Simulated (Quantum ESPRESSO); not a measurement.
# Ga (Cmcm) in Quantum ESPRESSO: equation of state

Aim: energy against volume of Ga in PBEsol, for its equilibrium volume and stiffness.

All numbers are computed with Quantum ESPRESSO 7.5; they aren't measurements. Logs are shortened: lines on timing, memory, paths and dates and some standing lists are left out, and cuts for length are marked.

### Step 1. Starting point

Symmetry: Cmcm, No. 63, orthorhombic system. Conventional cell: a = 2.900 Å, b = 8.130 Å, c = 3.170 Å, α = 90.00°, β = 90.00°, γ = 90.00°. Ga (site symmetry m2m) has 8 Ga at 2.68 to 2.90 Å as nearest neighbours.

This isn't the form of Ga at room conditions, which is orthorhombic.

### Step 2. Single point, PBEsol, 17.56 Å³/atom

Input file pw.in:

```
&CONTROL
  calculation = 'scf'
  prefix = 'pwscf'
  outdir = './tmp'
  pseudo_dir = './pseudo'
  tprnfor = .true.
  tstress = .true.
  disk_io = 'nowf'
/
&SYSTEM
  ibrav = 0
  nat = 2
  ntyp = 1
  ecutwfc = 56
  ecutrho = 448
  nbnd = 27
  occupations = 'smearing'
  smearing = 'fd'
  degauss = 0.00367493
/
&ELECTRONS
  conv_thr = 4d-10
  electron_maxstep = 120
  mixing_beta = 0.5
/
ATOMIC_SPECIES
Ga    69.7230 ga_pbesol_v1.4.uspp.F.UPF
CELL_PARAMETERS angstrom
   1.4203998576   -3.9820175319    0.0000000000
   1.4203998576    3.9820175319    0.0000000000
   0.0000000000    0.0000000000    3.1052879646
ATOMIC_POSITIONS crystal
Ga     0.1330000000    0.8670000000    0.7500000000
Ga     0.8670000000    0.1330000000    0.2500000000
K_POINTS automatic
10 10 8 0 0 0
```

Potentials or basis: GBRV 1.5 PBEsol.

Launch:

```
> OMP_NUM_THREADS=1 mpirun -n 2 pw.x -nk 2 -in pw.in > pw.out
```

pw.out:

```text
This program is part of the open-source Quantum ESPRESSO suite
     for quantum simulation of materials; please cite
         "P. Giannozzi et al., J. Phys.:Condens. Matter 21 395502 (2009);
         "P. Giannozzi et al., J. Phys.:Condens. Matter 29 465901 (2017);
         "P. Giannozzi et al., J. Chem. Phys. 152 154105 (2020);
     in publications or presentations arising from this work. More details at

     Message from routine setup:
     using ibrav=0 with symmetry is DISCOURAGED, use correct ibrav instead

     K-points division:     npool     =       2
     Subspace diagonalization in iterative solution of the eigenvalue problem:
     a serial algorithm will be used

     G-vector sticks info
     --------------------
     sticks:   dense  smooth     PW     G-vecs:    dense   smooth      PW
     Sum        1437     715    251                37923    13381    2695

     Using Slab Decomposition

     bravais-lattice index     =            0
     lattice parameter (alat)  =       7.9893  a.u.
     unit-cell volume          =     237.0513 (a.u.)^3
     number of atoms/cell      =            2
     number of atomic types    =            1
     number of electrons       =        38.00
     number of Kohn-Sham states=           27
     kinetic-energy cutoff     =      56.0000  Ry
     charge density cutoff     =     448.0000  Ry
     scf convergence threshold =      4.0E-10
     mixing beta               =       0.5000
     number of iterations used =            8  plain     mixing
     Exchange-correlation= SLA  PW   PSX  PSC
                           (   1   4  10   8   0   0   0)

     celldm(1)=   7.989319  celldm(2)=   0.000000  celldm(3)=   0.000000
     celldm(4)=   0.000000  celldm(5)=   0.000000  celldm(6)=   0.000000

     crystal axes: (cart. coord. in units of alat)
               a(1) = (   0.335969  -0.941873   0.000000 )
               a(2) = (   0.335969   0.941873   0.000000 )
               a(3) = (   0.000000   0.000000   0.734499 )

     reciprocal axes: (cart. coord. in units 2 pi/alat)
               b(1) = (  1.488231 -0.530857  0.000000 )
               b(2) = (  1.488231  0.530857 -0.000000 )
               b(3) = ( -0.000000  0.000000  1.361473 )

     PseudoPot. # 1 for Ga read from file:
     ga_pbesol_v1.4.uspp.F.UPF
     Pseudo is Ultrasoft + core correction, Zval = 19.0
     Generated by new atomic code, or converted to UPF format
     Using radial grid of  871 points,  6 beta functions with:
                l(1) =   0
                l(2) =   0
                l(3) =   1
                l(4) =   1
                l(5) =   2
                l(6) =   2
     Q(r) pseudized with  8 coefficients,  rinner =    1.250   1.250   1.250
                                                       1.250   1.250

     atomic species   valence    mass     pseudopotential
     Ga               19.00    69.72300     Ga( 1.00)

      8 Sym. Ops., with inversion, found ( 4 have fractional translation)

   Cartesian axes

     site n.     atom                  positions (alat units)
         1        Ga     tau(   1) = (   0.3359694   0.6913347   0.5508740  )
         2        Ga     tau(   2) = (   0.3359694  -0.6913347   0.1836247  )

     number of k points=   155  Fermi-Dirac smearing, width (Ry)=  0.0037

     Number of k-points >= 100: set verbosity='high' to print them.

     Dense  grid:    37923 G-vectors     FFT dimensions: (  54,  54,  40)

     Smooth grid:    13381 G-vectors     FFT dimensions: (  40,  40,  30)

     Check: negative core charge=   -0.000001

     Initial potential from superposition of free atoms

     starting charge      36.0000, renormalised to      38.0000
     Starting wfcs are   24 randomized atomic wfcs +    3 random wfcs

     Self-consistent Calculation

     iteration #  1     ecut=    56.00 Ry     beta= 0.50
     Davidson diagonalization with overlap
     ethr =  1.00E-02,  avg # of iterations =  5.6

     total energy              =    -821.22365093 Ry
     estimated scf accuracy    <      18.08560721 Ry

     iteration #  2     ecut=    56.00 Ry     beta= 0.50
     Davidson diagonalization with overlap
     ethr =  1.00E-02,  avg # of iterations =  2.3

     total energy              =    -829.76820890 Ry
     estimated scf accuracy    <       4.39742672 Ry

     iteration #  3     ecut=    56.00 Ry     beta= 0.50
     Davidson diagonalization with overlap
     ethr =  1.00E-02,  avg # of iterations =  2.0

     total energy              =    -829.85683619 Ry
     estimated scf accuracy    <       0.49724761 Ry

     iteration #  4     ecut=    56.00 Ry     beta= 0.50
     Davidson diagonalization with overlap
     ethr =  1.31E-03,  avg # of iterations =  2.0

     total energy              =    -829.98531150 Ry
     estimated scf accuracy    <       0.00364658 Ry

     iteration #  5     ecut=    56.00 Ry     beta= 0.50
     Davidson diagonalization with overlap
     ethr =  9.60E-06,  avg # of iterations =  4.3

     total energy              =    -829.98670922 Ry
     estimated scf accuracy    <       0.00171009 Ry

     iteration #  6     ecut=    56.00 Ry     beta= 0.50
     Davidson diagonalization with overlap
     ethr =  4.50E-06,  avg # of iterations =  2.0

     total energy              =    -829.98689256 Ry
     estimated scf accuracy    <       0.00007294 Ry

     iteration #  7     ecut=    56.00 Ry     beta= 0.50
     Davidson diagonalization with overlap
     ethr =  1.92E-07,  avg # of iterations =  3.8

     total energy              =    -829.98692782 Ry
     estimated scf accuracy    <       0.00002360 Ry

     iteration #  8     ecut=    56.00 Ry     beta= 0.50
     Davidson diagonalization with overlap
     ethr =  6.21E-08,  avg # of iterations =  2.0

     total energy              =    -829.98693264 Ry
     estimated scf accuracy    <       0.00000008 Ry

     iteration #  9     ecut=    56.00 Ry     beta= 0.50
     Davidson diagonalization with overlap
     ethr =  2.14E-10,  avg # of iterations =  3.6

     total energy              =    -829.98693277 Ry
     estimated scf accuracy    <          3.8E-09 Ry

     iteration # 10     ecut=    56.00 Ry     beta= 0.50
     Davidson diagonalization with overlap
     ethr =  9.98E-12,  avg # of iterations =  3.0

     End of self-consistent calculation

     Number of k-points >= 100: set verbosity='high' to print the bands.

     the Fermi energy is    12.1189 ev

!    total energy              =    -829.98693277 Ry
     estimated scf accuracy    <          9.7E-11 Ry
     smearing contrib. (-TS)   =      -0.00023953 Ry
     internal energy E=F+TS    =    -829.98669324 Ry

     The total energy is F=E-TS. E is the sum of the following terms:
     one-electron contribution =    -660.33654368 Ry
     hartree contribution      =     346.73026157 Ry
     xc contribution           =     -95.99945883 Ry
     ewald contribution        =    -420.38095230 Ry

     convergence has been achieved in  10 iterations

     Forces acting on atoms (cartesian axes, Ry/au):

     atom    1 type  1   force =     0.00000000   -0.00904509    0.00000000
     atom    2 type  1   force =    -0.00000000    0.00904509    0.00000000

     Total force =     0.012792     Total SCF correction =     0.000005

     Computing stress (Cartesian axis) and pressure

          total   stress  (Ry/bohr**3)                   (kbar)     P=       15.94
  -0.00005992  -0.00000000   0.00000000           -8.81       -0.00        0.00
   0.00000000   0.00016418   0.00000000            0.00       24.15        0.00
   0.00000000   0.00000000   0.00022090            0.00        0.00       32.50

=------------------------------------------------------------------------------=
   JOB DONE.
=------------------------------------------------------------------------------=
```

Run time: 64 s. Hardware: 2 MPI ranks of Arm Neoverse V2, shared host; peak memory 0.34 GiB.

What came out:

| Quantity | Value |
| --- | --- |
| Free energy | -11292.5475 eV |
| Pressure | 1.6 GPa |
| Largest force | 0.233 eV/Å |
| Band gap on the k mesh | none (metal or under the smearing width) |

### Step 3. Single point, PBEsol, 17.94 Å³/atom

pw.in: that of step 2 with these lines changed.

```diff
@@ -28,5 +28,5 @@
 CELL_PARAMETERS angstrom
-   1.4203998576   -3.9820175319    0.0000000000
-   1.4203998576    3.9820175319    0.0000000000
-   0.0000000000    0.0000000000    3.1052879646
+   1.4304030031   -4.0100608329    0.0000000000
+   1.4304030031    4.0100608329    0.0000000000
+   0.0000000000    0.0000000000    3.1271569103
 ATOMIC_POSITIONS crystal
```

Potentials or basis: GBRV 1.5 PBEsol.

Launch:

```
> OMP_NUM_THREADS=1 mpirun -n 2 pw.x -nk 2 -in pw.in > pw.out
```

Wall time 70 s (2 MPI ranks of Arm Neoverse V2, shared host); peak memory 0.34 GiB.

Results (log left out):

```yaml
Free_energy: -11292.5522 eV
Pressure: 0.3 GPa
Largest_force: 0.224 eV/Å
Band_gap_on_the_k_mesh: none (metal or under the smearing width)
```

### Step 4. Single point, PBEsol, 18.31 Å³/atom

pw.in: that of step 3 with these lines changed.

```diff
@@ -28,5 +28,5 @@
 CELL_PARAMETERS angstrom
-   1.4304030031   -4.0100608329    0.0000000000
-   1.4304030031    4.0100608329    0.0000000000
-   0.0000000000    0.0000000000    3.1271569103
+   1.4402681631   -4.0377172988    0.0000000000
+   1.4402681631    4.0377172988    0.0000000000
+   0.0000000000    0.0000000000    3.1487241912
 ATOMIC_POSITIONS crystal
```

Launch:

```
> OMP_NUM_THREADS=1 mpirun -n 2 pw.x -nk 2 -in pw.in > pw.out
```

Wall time 70 s (2 MPI ranks of Arm Neoverse V2, shared host); peak memory 0.36 GiB.

Results (log left out):

```
Free energy            : -11292.5508 eV
Pressure               : -0.9 GPa
Largest force          : 0.217 eV/Å
Band gap on the k mesh : none (metal or under the smearing width)
```

### Step 5. Single point, PBEsol, 18.68 Å³/atom

pw.in: that of step 4 with these lines changed.

```diff
@@ -28,5 +28,5 @@
 CELL_PARAMETERS angstrom
-   1.4402681631   -4.0377172988    0.0000000000
-   1.4402681631    4.0377172988    0.0000000000
-   0.0000000000    0.0000000000    3.1487241912
+   1.4500000000   -4.0650000000    0.0000000000
+   1.4500000000    4.0650000000    0.0000000000
+   0.0000000000    0.0000000000    3.1700000000
 ATOMIC_POSITIONS crystal
```

Launch:

```
> OMP_NUM_THREADS=1 mpirun -n 2 pw.x -nk 2 -in pw.in > pw.out
```

Wall time 66 s (2 MPI ranks of Arm Neoverse V2, shared host); peak memory 0.36 GiB.

Results (log left out):

| Quantity | Value |
| --- | --- |
| Free energy | -11292.5440 eV |
| Pressure | -2.1 GPa |
| Largest force | 0.209 eV/Å |
| Band gap on the k mesh | none (metal or under the smearing width) |

### Step 6. Single point, PBEsol, 19.06 Å³/atom

pw.in: that of step 5 with these lines changed.

```diff
@@ -28,5 +28,5 @@
 CELL_PARAMETERS angstrom
-   1.4500000000   -4.0650000000    0.0000000000
-   1.4500000000    4.0650000000    0.0000000000
-   0.0000000000    0.0000000000    3.1700000000
+   1.4596029289   -4.0919213144    0.0000000000
+   1.4596029289    4.0919213144    0.0000000000
+   0.0000000000    0.0000000000    3.1909939893
 ATOMIC_POSITIONS crystal
```

Potentials or basis: GBRV 1.5 PBEsol.

Launch:

```
> OMP_NUM_THREADS=1 mpirun -n 2 pw.x -nk 2 -in pw.in > pw.out
```

Wall time 66 s (2 MPI ranks of Arm Neoverse V2, shared host); peak memory 0.36 GiB.

Results (log left out):

```yaml
Free_energy: -11292.5325 eV
Pressure: -3.1 GPa
Largest_force: 0.201 eV/Å
Band_gap_on_the_k_mesh: none (metal or under the smearing width)
```

### Step 7. Single point, PBEsol, 19.43 Å³/atom

pw.in: that of step 6 with these lines changed.

```diff
@@ -28,5 +28,5 @@
 CELL_PARAMETERS angstrom
-   1.4596029289   -4.0919213144    0.0000000000
-   1.4596029289    4.0919213144    0.0000000000
-   0.0000000000    0.0000000000    3.1909939893
+   1.4690811355   -4.1184929765    0.0000000000
+   1.4690811355    4.1184929765    0.0000000000
+   0.0000000000    0.0000000000    3.2117153101
 ATOMIC_POSITIONS crystal
```

Potentials or basis: GBRV 1.5 PBEsol.

Launch:

```
> OMP_NUM_THREADS=1 mpirun -n 2 pw.x -nk 2 -in pw.in > pw.out
```

pw.out:

```text
This program is part of the open-source Quantum ESPRESSO suite
     for quantum simulation of materials; please cite
         "P. Giannozzi et al., J. Phys.:Condens. Matter 21 395502 (2009);
         "P. Giannozzi et al., J. Phys.:Condens. Matter 29 465901 (2017);
         "P. Giannozzi et al., J. Chem. Phys. 152 154105 (2020);
     in publications or presentations arising from this work. More details at

     Message from routine setup:
     using ibrav=0 with symmetry is DISCOURAGED, use correct ibrav instead

     K-points division:     npool     =       2
     Subspace diagonalization in iterative solution of the eigenvalue problem:
     a serial algorithm will be used

     G-vector sticks info
     --------------------
     sticks:   dense  smooth     PW     G-vecs:    dense   smooth      PW
     Sum        1543     769    263                42055    14849    2971

     Using Slab Decomposition

     bravais-lattice index     =            0
     lattice parameter (alat)  =       8.2631  a.u.
     unit-cell volume          =     262.2695 (a.u.)^3
     number of atoms/cell      =            2
     number of atomic types    =            1
     number of electrons       =        38.00
     number of Kohn-Sham states=           27
     kinetic-energy cutoff     =      56.0000  Ry
     charge density cutoff     =     448.0000  Ry
     scf convergence threshold =      4.0E-10
     mixing beta               =       0.5000
     number of iterations used =            8  plain     mixing
     Exchange-correlation= SLA  PW   PSX  PSC
                           (   1   4  10   8   0   0   0)

     celldm(1)=   8.263136  celldm(2)=   0.000000  celldm(3)=   0.000000
[... 34 lines left out ...]
         1        Ga     tau(   1) = (   0.3359694   0.6913347   0.5508740  )
         2        Ga     tau(   2) = (   0.3359694  -0.6913347   0.1836247  )

     number of k points=   155  Fermi-Dirac smearing, width (Ry)=  0.0037

     Number of k-points >= 100: set verbosity='high' to print them.

     Dense  grid:    42055 G-vectors     FFT dimensions: (  60,  60,  48)

     Smooth grid:    14849 G-vectors     FFT dimensions: (  40,  40,  30)

     Check: negative core charge=   -0.000001

     Initial potential from superposition of free atoms

     starting charge      36.0000, renormalised to      38.0000
     Starting wfcs are   24 randomized atomic wfcs +    3 random wfcs

     Self-consistent Calculation

     iteration #  1     ecut=    56.00 Ry     beta= 0.50
     Davidson diagonalization with overlap
     ethr =  1.00E-02,  avg # of iterations =  5.7

     total energy              =    -820.52873647 Ry
     estimated scf accuracy    <      19.18134791 Ry
[... 57 lines left out ...]
     iteration # 10     ecut=    56.00 Ry     beta= 0.50
     Davidson diagonalization with overlap
     ethr =  7.69E-11,  avg # of iterations =  2.1

     End of self-consistent calculation

     Number of k-points >= 100: set verbosity='high' to print the bands.

     the Fermi energy is    10.4582 ev

!    total energy              =    -829.98466961 Ry
     estimated scf accuracy    <          5.1E-11 Ry
     smearing contrib. (-TS)   =      -0.00027622 Ry
     internal energy E=F+TS    =    -829.98439339 Ry

     The total energy is F=E-TS. E is the sum of the following terms:
     one-electron contribution =    -684.30072744 Ry
     hartree contribution      =     356.66670759 Ry
     xc contribution           =     -95.89968110 Ry
     ewald contribution        =    -406.45069245 Ry

     convergence has been achieved in  10 iterations

     Forces acting on atoms (cartesian axes, Ry/au):

     atom    1 type  1   force =    -0.00000000   -0.00752755    0.00000000
     atom    2 type  1   force =     0.00000000    0.00752755    0.00000000

     Total force =     0.010646     Total SCF correction =     0.000010

     Computing stress (Cartesian axis) and pressure

          total   stress  (Ry/bohr**3)                   (kbar)     P=      -38.69
  -0.00033967  -0.00000000   0.00000000          -49.97       -0.00        0.00
   0.00000000  -0.00025181   0.00000000            0.00      -37.04        0.00
   0.00000000   0.00000000  -0.00019756            0.00        0.00      -29.06

=------------------------------------------------------------------------------=
   JOB DONE.
=------------------------------------------------------------------------------=
```

It took 65 s on 2 MPI ranks of Arm Neoverse V2, shared host; peak memory 0.36 GiB.

What came out:

| Quantity | Value |
| --- | --- |
| Free energy | -11292.5167 eV |
| Pressure | -3.9 GPa |
| Largest force | 0.194 eV/Å |
| Band gap on the k mesh | none (metal or under the smearing width) |

### Step 8. Single point, PBEsol, 19.81 Å³/atom

pw.in: that of step 7 with these lines changed.

```diff
@@ -28,5 +28,5 @@
 CELL_PARAMETERS angstrom
-   1.4690811355   -4.1184929765    0.0000000000
-   1.4690811355    4.1184929765    0.0000000000
-   0.0000000000    0.0000000000    3.2117153101
+   1.4784385925   -4.1447261231    0.0000000000
+   1.4784385925    4.1447261231    0.0000000000
+   0.0000000000    0.0000000000    3.2321726471
 ATOMIC_POSITIONS crystal
```

Launch:

```
> OMP_NUM_THREADS=1 mpirun -n 2 pw.x -nk 2 -in pw.in > pw.out
```

Run time: 72 s. Hardware: 2 MPI ranks of Arm Neoverse V2, shared host; peak memory 0.38 GiB.

It converged, with:

```yaml
Free_energy: -11292.4973 eV
Pressure: -4.6 GPa
Largest_force: 0.185 eV/Å
Band_gap_on_the_k_mesh: none (metal or under the smearing width)
```

### Step 9. Equation of state, PBEsol

Potentials or basis: GBRV 1.5 PBEsol.

No new run: the results of the series are fitted here.

What came out:

```
Equilibrium volume                        : 18.03 Å³/atom
Bulk modulus at fixed shape and positions : 61 GPa
Pressure derivative of the bulk modulus   : 5.2
```

Energy against volume, from the lowest point:
```csv
volume (Å³/atom),energy (meV/atom)
17.564,2.36
17.937,0.00
18.311,0.70
18.685,4.10
19.058,9.88
19.432,17.75
19.806,27.44
```

Caveat: the cell was scaled at fixed shape and fractional positions, which overstates the stiffness of a crystal with free parameters, most of all of layers and chains.
